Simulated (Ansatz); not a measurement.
# Ni (Im-3m) in Ansatz: further runs

Runs on Ni. Level: LDA. Tasks: single point, equation of state.

Everything below comes from runs of Ansatz 0.2.0. Logs are shortened: lines on timing, memory, paths and dates and some standing lists are left out, and cuts for length are marked.

### Step 1. The structure

Symmetry: Im-3m, No. 229, cubic system. The conventional cell has a = 2.767 Å, b = 2.767 Å, c = 2.767 Å, α = 90.00°, β = 90.00°, γ = 90.00°. Ni (site symmetry m-3m) is surrounded by 8 Ni at 2.40 Å.

This isn't the form of Ni at room conditions, which is fcc.

### Step 2. Single point, LDA, collinear spin, ferromagnetic start, 9.96 Å³/atom (volume scaled by 0.94)

The input, input.yaml:

```yaml
crystal:
  lattice:
    - [-1.3554684528, 1.3554684528, 1.3554684528]
    - [1.3554684528, -1.3554684528, 1.3554684528]
    - [1.3554684528, 1.3554684528, -1.3554684528]
  atoms:
    - { symbol: Ni, position: [0.0, 0.0, 0.0], spin: 1.0 }
hamiltonian:
  xc: lda
  pseudopotentials: { kind: paw }
magnetization:
  spin_polarized: true
kpoints:
  mp_grid: { grid: [13, 13, 13] }
scf:
  occupations: { method: fermi_dirac, width: 0.05 }
output:
  forces: true
  stress: true
  eigenvalues: true
  write_density: true
  write_potential: true
  elf: true
  volumetric_format: npy
```

Potentials or basis: Ansatz PAW.

Launch:

```console
> ansatz run input.yaml --threads 2 --pin off --max-ram 5632MiB --backend cpu --events-out ev --progress --plain --runs-dir out
```

The log of the run:

```text
Warning: RAYON_NUM_THREADS=2 ignored (pool sized by the plan → 2); use --threads N
Engine: ansatz 0.2.0, x86_64-unknown-linux-gnu
Pseudopotentials: kind: paw
Pseudopotential: Ni, paw, valence charge 18, recommended cutoff 420 eV (normal), Ni.paw.azcp
Functional definition: SPW92
  exchange = slater_x
  correlation = pw_c
Crystal: 1 atoms, lattice volume = 9.962 Å³
Basis set: ecut = 420 eV, 201 PW (Γ)
Bands: 14, of which v1, the nominal top of the filled ones, is band 9 counted from 1 (8 counted from 0)
Symmetry: 48 space group operations
Space group: Im-3m (ITA 229), of the structure as read, at distance tolerance 2.2e-5 Å
Magnetic group: BNS 229.140 (UNI 1642), of the structure as read, at distance tolerance 2.2e-5 Å
k-points: 84 of 2197
Non-local potential: Ni, projectors of the file, l = 0: 3, l = 1: 2, l = 2: 3, l = 3: 1
PAW form: soft (Blöchl's): semilocal exchange-correlation on the pseudo side does not see the compensation charge
PAW frozen core: Ni, regenerated for the run's functional, and the local potential with it (the file was generated under x = pbe(κ = 0.804, μ = 0.2195149727645171), c = pbe(β = 0.06672455060314922))
PAW one-centre angular grid: Ni, 590 points (default); XC on 64 Gauss nodes
Initial density: superposition of atomic densities (chi_scale 0.1, normalization cell)
Starting moments: Σ|m| = 1 μB on 1 of 1 site
Initial wavefunctions: pseudopotential atomic-orbital guess
Functional: x = slater, c = lda
SCF iter   1: F=—  HF=-5772.418953 eV  |F-HF|=—  |Δ(HF+E_count)|=         —  Δρ=1.09e-1 (↑1.09e-1 ↓4.23e-2)  dr2=1.20e0  dr2_m=1.45e-1  M=0.637 μB ∫|m|=0.657 μB  β_m=0.30  ethr=3.10e-3  ⟨swp⟩=5.7  Hψ=12218  notcnv=0
Mixer restart at iter 1: flushing history
preconditioner: auto → none  [metal: Δε(μ)=0.010 eV  Ē_g=16.952 eV  σ=0.050 eV  W_gap=0.05  n_scr=0 (ndim 8)  ℏωp=37.2 eV  f_vac=0.000  D(μ)=2.45/eV (n_scr^D=54)]
SCF iter   2: F=—  HF=-5772.167781 eV  |F-HF|=—  |Δ(HF+E_count)|=   2.51e-1  Δρ=6.96e-2 (↑2.65e-2 ↓6.96e-2)  dr2=3.95e-1  dr2_m=6.38e-2  M=0.633 μB ∫|m|=0.660 μB  β_m=0.26  ethr=3.10e-3  ⟨swp⟩=3.2  Hψ=5703  notcnv=0  defer=71
SCF iter   3: F=—  HF=-5772.415247 eV  |F-HF|=—  |Δ(HF+E_count)|=   2.47e-1  Δρ=3.72e-2 (↑1.65e-2 ↓3.72e-2)  dr2=2.55e-2  dr2_m=6.03e-2  M=0.616 μB ∫|m|=0.643 μB  β_m=0.29  ethr=2.20e-3  ⟨swp⟩=2.7  Hψ=4035  notcnv=0  defer=71
SCF iter   4: F=—  HF=-5772.966038 eV  |F-HF|=—  |Δ(HF+E_count)|=   5.51e-1  Δρ=2.52e-2 (↑1.29e-2 ↓2.52e-2)  dr2=9.14e-3  dr2_m=3.17e-2  M=0.569 μB ∫|m|=0.598 μB  β_m=0.37  ethr=1.42e-4  ⟨swp⟩=3.0  Hψ=4845  notcnv=0  defer=82
SCF iter   5: F=—  HF=-5773.274509 eV  |F-HF|=—  |Δ(HF+E_count)|=   3.08e-1  Δρ=2.23e-2 (↑2.23e-2 ↓1.10e-2)  dr2=7.62e-3  dr2_m=2.49e-2  M=0.443 μB ∫|m|=0.473 μB  β_m=0.30  ethr=5.08e-5  ⟨swp⟩=2.8  Hψ=5832  notcnv=0  defer=80
SCF iter   6: F=—  HF=-5773.246135 eV  |F-HF|=—  |Δ(HF+E_count)|=   2.84e-2  Δρ=3.58e-2 (↑3.58e-2 ↓9.52e-3)  dr2=4.11e-2  dr2_m=4.54e-2  M=0.295 μB ∫|m|=0.326 μB  β_m=0.63  ethr=4.23e-5  ⟨swp⟩=2.6  Hψ=4769  notcnv=0  defer=87  recentre
SCF iter   7: F=-5773.266838 eV  HF=-5773.247797 eV  |F-HF|=1.90e-2  |Δ(HF+E_count)|=   1.66e-3  Δρ=3.33e-2 (↑3.33e-2 ↓1.79e-2)  dr2=1.35e-2  dr2_m=5.94e-2  M=0.317 μB ∫|m|=0.346 μB  β_m=0.82  ethr=4.23e-5  ⟨swp⟩=2.2  Hψ=3796  notcnv=0  defer=88
SCF iter   8: F=-5773.248272 eV  HF=-5773.269369 eV  |F-HF|=2.11e-2  |Δ(HF+E_count)|=   2.16e-2  Δρ=3.75e-2 (↑3.75e-2 ↓9.39e-3)  dr2=4.79e-2  dr2_m=4.81e-2  M=0.299 μB ∫|m|=0.328 μB  β_m=0.91  ethr=4.23e-5  ⟨swp⟩=1.4  Hψ=2477  notcnv=0  defer=87
SCF iter   9: F=-5773.270624 eV  HF=-5773.278420 eV  |F-HF|=7.80e-3  |Δ(HF+E_count)|=   9.05e-3  Δρ=1.78e-2 (↑1.78e-2 ↓8.04e-3)  dr2=5.86e-3  dr2_m=1.49e-2  M=0.301 μB ∫|m|=0.325 μB  β_m=0.69  ethr=4.23e-5  ⟨swp⟩=2.4  Hψ=4240  notcnv=0  defer=87
SCF iter  10: F=-5773.272369 eV  HF=-5773.278195 eV  |F-HF|=5.83e-3  |Δ(HF+E_count)|=   2.25e-4  Δρ=1.47e-2 (↑1.47e-2 ↓5.80e-3)  dr2=4.77e-3  dr2_m=9.32e-3  M=0.274 μB ∫|m|=0.297 μB  β_m=0.09  ethr=3.26e-5  ⟨swp⟩=1.0  Hψ=2976  notcnv=0  defer=86
SCF iter  11: F=-5773.276197 eV  HF=-5773.276745 eV  |F-HF|=5.48e-4  |Δ(HF+E_count)|=   1.45e-3  Δρ=8.00e-3 (↑8.00e-3 ↓7.59e-3)  dr2=1.91e-5  dr2_m=5.52e-3  M=0.260 μB ∫|m|=0.282 μB  β_m=0.18  ethr=2.65e-5  ⟨swp⟩=2.1  Hψ=3214  notcnv=0  defer=87
SCF iter  12: F=-5773.276006 eV  HF=-5773.274914 eV  |F-HF|=1.09e-3  |Δ(HF+E_count)|=   1.83e-3  Δρ=2.86e-3 (↑2.86e-3 ↓1.30e-3)  dr2=3.05e-4  dr2_m=1.93e-4  M=0.220 μB ∫|m|=0.244 μB  β_m=0.75  ethr=1.06e-7  ⟨swp⟩=2.6  Hψ=4676  notcnv=0  defer=87
SCF iter  13: F=-5773.275491 eV  HF=-5773.275623 eV  |F-HF|=1.33e-4  |Δ(HF+E_count)|=   7.09e-4  Δρ=9.34e-3 (↑4.83e-3 ↓9.34e-3)  dr2=1.32e-3  dr2_m=4.51e-3  M=0.145 μB ∫|m|=0.159 μB  β_m=0.75  ethr=1.06e-7  ⟨swp⟩=3.0  Hψ=5212  notcnv=0  defer=87  recentre
SCF iter  14: F=-5773.276323 eV  HF=-5773.276292 eV  |F-HF|=3.12e-5  |Δ(HF+E_count)|=   6.69e-4  Δρ=4.83e-4 (↑4.83e-4 ↓4.37e-4)  dr2=4.50e-7  dr2_m=1.89e-5  M=0.206 μB ∫|m|=0.222 μB  β_m=0.81  ethr=1.06e-7  ⟨swp⟩=2.5  Hψ=4770  notcnv=0  defer=88
SCF iter  15: F=-5773.276329 eV  HF=-5773.276334 eV  |F-HF|=5.03e-6  |Δ(HF+E_count)|=   4.22e-5  Δρ=5.40e-4 (↑2.43e-4 ↓5.40e-4)  dr2=5.96e-6  dr2_m=1.37e-5  M=0.211 μB ∫|m|=0.228 μB  β_m=0.76  ethr=2.50e-9  ⟨swp⟩=2.0  Hψ=3943  notcnv=0  defer=88
SCF iter  16: F=-5773.276333 eV  HF=-5773.276334 eV  |F-HF|=5.15e-7  |Δ(HF+E_count)|=   2.72e-7  Δρ=1.17e-4 (↑1.17e-4 ↓2.72e-5)  dr2=4.63e-7  dr2_m=4.28e-7  M=0.213 μB ∫|m|=0.230 μB  β_m=0.83  ethr=2.50e-9  ⟨swp⟩=2.1  Hψ=3922  notcnv=0  defer=88
SCF iter  17: F=-5773.276334 eV  HF=-5773.276334 eV  |F-HF|=1.68e-8  |Δ(HF+E_count)|=   1.48e-7  Δρ=4.31e-5 (↑4.31e-5 ↓3.57e-5)  dr2=3.78e-9  dr2_m=1.41e-7  M=0.214 μB ∫|m|=0.231 μB  β_m=0.91  ethr=2.50e-9  ⟨swp⟩=1.6  Hψ=2713  notcnv=0  defer=88
SCF iter  18: F=-5773.276334 eV  HF=-5773.276334 eV  |F-HF|=2.11e-9  |Δ(HF+E_count)|=   1.48e-8  Δρ=7.51e-6 (↑5.32e-6 ↓7.51e-6)  dr2=9.19e-9  dr2_m=3.11e-10  M=0.214 μB ∫|m|=0.231 μB  β_m=0.96  ethr=2.10e-11  ⟨swp⟩=2.0  Hψ=3711  notcnv=0  defer=88
SCF iter  19: F=-5773.276334 eV  HF=-5773.276334 eV  |F-HF|=1.15e-9  |Δ(HF+E_count)|=   2.83e-9  Δρ=2.69e-6 (↑2.33e-6 ↓2.69e-6)  dr2=1.45e-9  dr2_m=7.01e-12  M=0.214 μB ∫|m|=0.231 μB  ethr=2.10e-11  ⟨swp⟩=6.8  Hψ=12606  notcnv=0
SCF 1 converged in 19 iterations: F = -5773.276334 eV  dr2 = 1.45e-9
Initial density: read from a saved state, or passed on in memory by an earlier SCF of this step, an earlier step, the calling program or the single point that the run made first
Starting moments: Σ|m| = 1 μB on 1 of 1 site; this step starts from the density that it was given
Initial wavefunctions: those read from a saved state, or passed on in memory by an earlier step or the calling program
iter 1 solved again at ethr=8.03e-12 eV; its pass at ethr=5.56e-6 eV (dr2=1.45e-9 eV) is discarded
SCF iter   1: F=—  HF=-5773.276334 eV  |F-HF|=—  |Δ(HF+E_count)|=         —  Δρ=2.69e-6 (↑2.33e-6 ↓2.69e-6)  dr2=1.45e-9  dr2_m=7.01e-12  M=0.214 μB ∫|m|=0.231 μB  ethr=8.03e-12  ⟨swp⟩=1.0  Hψ=16096  notcnv=0
preconditioner: auto → none  [metal: Δε(μ)=0.020 eV  Ē_g=17.965 eV  σ=0.050 eV  W_gap=0.10  n_scr=0 (ndim 8)  ℏωp=37.2 eV  f_vac=0.000  D(μ)=1.67/eV (n_scr^D=18)]
SCF iter   2: F=—  HF=-5773.274004 eV  |F-HF|=—  |Δ(HF+E_count)|=   2.33e-3  Δρ=8.56e-3 (↑8.56e-3 ↓2.55e-3)  dr2=2.32e-3  dr2_m=2.65e-3  M=0.525 μB ∫|m|=0.562 μB  ethr=5.56e-6  ⟨swp⟩=1.1  Hψ=13867  notcnv=0
SCF iter   3: F=—  HF=-5773.276325 eV  |F-HF|=—  |Δ(HF+E_count)|=   2.32e-3  Δρ=2.86e-4 (↑2.86e-4 ↓2.42e-4)  dr2=1.13e-7  dr2_m=6.38e-6  M=0.228 μB ∫|m|=0.247 μB  ethr=5.56e-6  ⟨swp⟩=1.0  Hψ=6061  notcnv=0
an SCF towards Hund's moment on open shells that bore less, with the run's symmetry operations kept, reached no lower state that the run goes on to. This is no proof of a minimum
at 4 of the mixer's solves, the last at iteration 9, it left a direction of its history that read negative out of its fit and stepped the other way along it
the search or the solves at the SCF's close seem to have found levels that the self-consistency loop had missed (the run counts 1). By its estimate they hold under 1e-12 electrons; where the run keeps them, the occupations were computed again with them
SCF converged after 19 iterations
Magnetization: 0.2141 μB (9.1071 up, 8.8929 down)
Absolute magnetization: 0.2313 μB (∫|ρ↑−ρ↓|, with the PAW one-centre terms)
Spin contamination: 0.0011 ħ² per cell (⟨S²⟩ above its minimum at these occupations)
Per-site moments (μB) at R_I (Å): [(0.22200167661101844, 0.9684428441763804)]
Free energy (F): -5773.276334 eV
Harris-Foulkes:  -5773.276334 eV  (|F-HF|=1.15e-9)
Internal energy: -5773.262160 eV  (E = F + TS)
E sigma→0 (E₀):  -5773.269247 eV
Entropy (-TS):   -0.014173 eV (-14.173 meV/atom)
Fermi energy:    19.628445 eV
--- Per-component energies (eV) ---
  E_band       = -253.051587
  E_kinetic    = 284.998663
  E_local      = -3293.963448  (includes V_loc(G=0)·N_el)
  E_nonlocal   = 638.646657
  E_hartree    = 1376.419106
  E_xc         = -85.443520
  E_vxc        = -110.625403  (∫ρ·V_xc dr)
  E_paw        = -1562.818803  (= ΣΔE_a)
  E_vpaw       = -524.943843  (= ΣTr[D̂ρ^β])
  E_aug_tail   = 0.000425  (compensation charges beyond the density's cutoff)
  E_ewald      = -3131.535361
  E_core_change = 0.434120  (= ΣΔE_core)
  E_smearing   = -0.014173  (= −TS)
  E_closure    = -0.000000  (closes the sum)
  Σ components = -5773.276334   (vs F -5773.276334, Δ=0.00e0)
--- Forces (eV/Å), atoms counted from 1 ---
  atom   1  Ni    -0.00000000     0.00000000     0.00000000
  max |Σ_I F_I| component: 1.81e-31 eV/Å
--- Stress (GPa, compression-positive) ---
        2.348465       0.000000      -0.000000
        0.000000       2.348465      -0.000000
       -0.000000      -0.000000       2.348465
  P = ⅓ Tr σ = 2.3485 GPa (23.485 kbar)
--- Band table (eV; the first three rows and the last of 168) ---
  k-point 0 ↑: bands = ["-82.8243", "-43.4614", "-43.4614", "-43.4614", "10.0819", "17.3148", "17.3148", "17.3148", "18.9116", "18.9116", "46.8505", "46.8505", "46.8505", "52.1653"]
  k-point 1 ↑: bands = ["-82.8210", "-43.4799", "-43.4677", "-43.4613", "10.3435", "17.2492", "17.3084", "17.4438", "18.8458", "18.9170", "45.0338", "46.4011", "46.5739", "51.0661"]
  k-point 2 ↑: bands = ["-82.8119", "-43.5313", "-43.4852", "-43.4611", "11.1026", "17.0700", "17.2654", "17.8123", "18.7158", "18.9351", "41.3642", "44.9087", "45.9944", "48.2149"]
  k-point 83 ↓: bands = ["-82.4570", "-43.4362", "-43.4333", "-43.4333", "15.2099", "15.2196", "19.8552", "19.8552", "19.9255", "29.0196", "30.1985", "30.1985", "36.3929", "37.0312"]
```

It took 4.5 s on 2 threads of AMD EPYC 7R13 (Zen 3), shared host; peak memory 0.37 GiB.

What came out:

```
Free energy            : -5773.2763 eV
Pressure               : 2.3 GPa
Band gap on the k mesh : none (metal or under the smearing width)
Net moment             : 0.21 μB per cell
Absolute moment        : 0.23 μB per cell
Site moments           : Ni +0.22 μB
```

Caveat: the PAW data sets come from PBE, with cores solved anew for the run's functional, which leaves a small shift of forces and pressure.

### Step 3. Single point, LDA, collinear spin, ferromagnetic start, 10.17 Å³/atom (volume scaled by 0.96)

The input, input.yaml:

```yaml
crystal:
  lattice:
    - [-1.3650143198, 1.3650143198, 1.3650143198]
    - [1.3650143198, -1.3650143198, 1.3650143198]
    - [1.3650143198, 1.3650143198, -1.3650143198]
  atoms:
    - { symbol: Ni, position: [0.0, 0.0, 0.0], spin: 1.0 }
hamiltonian:
  xc: lda
  pseudopotentials: { kind: paw }
magnetization:
  spin_polarized: true
kpoints:
  mp_grid: { grid: [13, 13, 13] }
scf:
  occupations: { method: fermi_dirac, width: 0.05 }
output:
  forces: true
  stress: true
  eigenvalues: true
```

Potentials or basis: Ansatz PAW.

Launch:

```console
> ansatz run input.yaml --threads 2 --pin off --max-ram 5632MiB --backend cpu --events-out ev --progress --plain --runs-dir out
```

Wall time 3.6 s (2 threads of AMD EPYC 7R13 (Zen 3), shared host); peak memory 0.37 GiB.

It converged, with:

| Property | Result |
| --- | --- |
| Free energy | -5773.2760 eV |
| Pressure | -2.6 GPa |
| Band gap on the k mesh | none (metal or under the smearing width) |
| Net moment | 0.30 μB per cell |
| Absolute moment | 0.32 μB per cell |
| Site moments | Ni +0.31 μB |

Caveat: the PAW data sets come from PBE, with cores solved anew for the run's functional, which leaves a small shift of forces and pressure.

### Step 4. Single point, LDA, collinear spin, ferromagnetic start, 10.39 Å³/atom (volume scaled by 0.98)

input.yaml, as its differences from that of step 3:

```diff
@@ -2,5 +2,5 @@
   lattice:
-    - [-1.3650143198, 1.3650143198, 1.3650143198]
-    - [1.3650143198, -1.3650143198, 1.3650143198]
-    - [1.3650143198, 1.3650143198, -1.3650143198]
+    - [-1.3744285092, 1.3744285092, 1.3744285092]
+    - [1.3744285092, -1.3744285092, 1.3744285092]
+    - [1.3744285092, 1.3744285092, -1.3744285092]
   atoms:
```

Launch:

```console
> ansatz run input.yaml --threads 2 --pin off --max-ram 5632MiB --backend cpu --events-out ev --progress --plain --runs-dir out
```

It took 1.8 s on 2 threads of AMD EPYC 7R13 (Zen 3), shared host; peak memory 0.33 GiB.

Results (log left out):

```
Free energy            : -5773.2703 eV
Pressure               : -6.3 GPa
Band gap on the k mesh : none (metal or under the smearing width)
Net moment             : 0.52 μB per cell
Absolute moment        : 0.55 μB per cell
Site moments           : Ni +0.53 μB
```

Caveat: the PAW data sets come from PBE, with cores solved anew for the run's functional, which leaves a small shift of forces and pressure.

### Step 5. Single point, LDA, collinear spin, ferromagnetic start, 10.60 Å³/atom

input.yaml, as its differences from that of step 4:

```diff
@@ -2,5 +2,5 @@
   lattice:
-    - [-1.3744285092, 1.3744285092, 1.3744285092]
-    - [1.3744285092, -1.3744285092, 1.3744285092]
-    - [1.3744285092, 1.3744285092, -1.3744285092]
+    - [-1.38371547, 1.38371547, 1.38371547]
+    - [1.38371547, -1.38371547, 1.38371547]
+    - [1.38371547, 1.38371547, -1.38371547]
   atoms:
```

Launch:

```console
> ansatz run input.yaml --threads 2 --pin off --max-ram 5632MiB --backend cpu --events-out ev --progress --plain --runs-dir out
```

It took 1.9 s on 2 threads of AMD EPYC 7R13 (Zen 3), shared host; peak memory 0.32 GiB.

It converged, with:

```
Free energy            : -5773.2593 eV
Pressure               : -10.3 GPa
Band gap on the k mesh : none (metal or under the smearing width)
Net moment             : 0.55 μB per cell
Absolute moment        : 0.59 μB per cell
Site moments           : Ni +0.57 μB
```

Caveat: the PAW data sets come from PBE, with cores solved anew for the run's functional, which leaves a small shift of forces and pressure.

### Step 6. Single point, LDA, collinear spin, ferromagnetic start, 10.81 Å³/atom (volume scaled by 1.02)

input.yaml, as its differences from that of step 5:

```diff
@@ -2,5 +2,5 @@
   lattice:
-    - [-1.38371547, 1.38371547, 1.38371547]
-    - [1.38371547, -1.38371547, 1.38371547]
-    - [1.38371547, 1.38371547, -1.38371547]
+    - [-1.3928794157, 1.3928794157, 1.3928794157]
+    - [1.3928794157, -1.3928794157, 1.3928794157]
+    - [1.3928794157, 1.3928794157, -1.3928794157]
   atoms:
@@ -20 +20,5 @@
   eigenvalues: true
+  write_density: true
+  write_potential: true
+  elf: true
+  volumetric_format: npy
```

Potentials or basis: Ansatz PAW.

Launch:

```console
> ansatz run input.yaml --threads 2 --pin off --max-ram 5632MiB --backend cpu --events-out ev --progress --plain --runs-dir out
```

Run time: 2.2 s. Hardware: 2 threads of AMD EPYC 7R13 (Zen 3), shared host; peak memory 0.34 GiB.

Results (log left out):

| Quantity | Value |
| --- | --- |
| Free energy | -5773.2433 eV |
| Pressure | -13.9 GPa |
| Band gap on the k mesh | none (metal or under the smearing width) |
| Net moment | 0.57 μB per cell |
| Absolute moment | 0.61 μB per cell |
| Site moments | Ni +0.59 μB |

Caveat: the PAW data sets come from PBE, with cores solved anew for the run's functional, which leaves a small shift of forces and pressure.

### Step 7. Single point, LDA, collinear spin, ferromagnetic start, 11.02 Å³/atom (volume scaled by 1.04)

The input, input.yaml:

```yaml
crystal:
  lattice:
    - [-1.4019243406, 1.4019243406, 1.4019243406]
    - [1.4019243406, -1.4019243406, 1.4019243406]
    - [1.4019243406, 1.4019243406, -1.4019243406]
  atoms:
    - { symbol: Ni, position: [0.0, 0.0, 0.0], spin: 1.0 }
hamiltonian:
  xc: lda
  pseudopotentials: { kind: paw }
magnetization:
  spin_polarized: true
kpoints:
  mp_grid: { grid: [13, 13, 13] }
scf:
  occupations: { method: fermi_dirac, width: 0.05 }
output:
  forces: true
  stress: true
  eigenvalues: true
```

Launch:

```console
> ansatz run input.yaml --threads 2 --pin off --max-ram 5632MiB --backend cpu --events-out ev --progress --plain --runs-dir out
```

Run time: 2.1 s. Hardware: 2 threads of AMD EPYC 7R13 (Zen 3), shared host; peak memory 0.34 GiB.

It converged, with:

* Free energy: -5773.2228 eV
* Pressure: -17.1 GPa
* Band gap on the k mesh: none (metal or under the smearing width)
* Net moment: 0.58 μB per cell
* Absolute moment: 0.63 μB per cell
* Site moments: Ni +0.60 μB

Caveat: the PAW data sets come from PBE, with cores solved anew for the run's functional, which leaves a small shift of forces and pressure.

### Step 8. Single point, LDA, collinear spin, ferromagnetic start, 11.23 Å³/atom (volume scaled by 1.06)

The input, input.yaml:

```yaml
crystal:
  lattice:
    - [-1.4108540358, 1.4108540358, 1.4108540358]
    - [1.4108540358, -1.4108540358, 1.4108540358]
    - [1.4108540358, 1.4108540358, -1.4108540358]
  atoms:
    - { symbol: Ni, position: [0.0, 0.0, 0.0], spin: 1.0 }
hamiltonian:
  xc: lda
  pseudopotentials: { kind: paw }
magnetization:
  spin_polarized: true
kpoints:
  mp_grid: { grid: [13, 13, 13] }
scf:
  occupations: { method: fermi_dirac, width: 0.05 }
output:
  forces: true
  stress: true
  eigenvalues: true
  write_density: true
  write_potential: true
  elf: true
  volumetric_format: npy
```

Launch:

```console
> ansatz run input.yaml --threads 2 --pin off --max-ram 5632MiB --backend cpu --events-out ev --progress --plain --runs-dir out
```

Wall time 2.2 s (2 threads of AMD EPYC 7R13 (Zen 3), shared host); peak memory 0.34 GiB.

The run converged. Its results:

```
Free energy            : -5773.1983 eV
Pressure               : -19.9 GPa
Band gap on the k mesh : none (metal or under the smearing width)
Net moment             : 0.59 μB per cell
Absolute moment        : 0.64 μB per cell
Site moments           : Ni +0.62 μB
```

Caveat: the PAW data sets come from PBE, with cores solved anew for the run's functional, which leaves a small shift of forces and pressure.

### Step 9. Equation of state, LDA, collinear spin, ferromagnetic start

Potentials or basis: Ansatz PAW.

This step only gathers the single runs of the series.

What came out:

* Equilibrium volume: 10.06 Å³/atom (rough: see the caveat)
* Bulk modulus: 210 GPa (rough)

Energy against volume, from the lowest point:
```tsv
volume (Å³/atom)	energy (meV/atom)
9.962	0.00
10.174	0.30
10.385	6.05
10.597	17.02
10.809	33.03
11.021	53.55
11.233	78.06
```

Caveat: the fit is doubtful: noisy points or a state that changes with volume.
